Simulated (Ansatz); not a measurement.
**How much do the gradients of Si depend on the method?**

Cell: a COD entry whose atoms were relaxed with PBE, the cell held.

```cif
data_Si
_symmetry_space_group_name_H-M 'Ia-3'
_symmetry_Int_Tables_number 206
_cell_length_a 6.6360
_cell_length_b 6.6360
_cell_length_c 6.6360
_cell_angle_alpha 90.000
_cell_angle_beta 90.000
_cell_angle_gamma 90.000
loop_
_atom_site_label
_atom_site_type_symbol
_atom_site_symmetry_multiplicity
_atom_site_Wyckoff_symbol
_atom_site_fract_x
_atom_site_fract_y
_atom_site_fract_z
Si Si 16 c 0.1017 0.1017 0.1017
```

One atom of each set is listed; the run and its k-mesh use a cell of 8 atoms with edges of 5.75, 5.75, 5.75 Å.

First run. All values are calculated (Ansatz; DFT, PBE, plane waves and PAW, scalar-relativistic, 420 eV cutoff, Γ-centred 10×10×10 k-points, Fermi–Dirac smearing 0.05 eV), not measured.

```csv
site,V_zz (10²¹ V/m²),η
Si,-1.06,0.00
```

Second run. The same atoms and settings, except that the functional is r2SCAN and the cutoff is 500 eV.

(1) What does the second run give?

## Answers

(1) 

```tsv
site	V_zz	η	change of V_zz
Si	-1.12	0.00	-0.06
```

The largest change of V_zz is on Si, from -1.06 to -1.12.

The run finds no gap above 0.1 eV (a metal, or nearly one), so the gradients can move by 10 % or more with the k-mesh. Semilocal functionals make gaps too small and can close them, so the real compound need not be a metal.
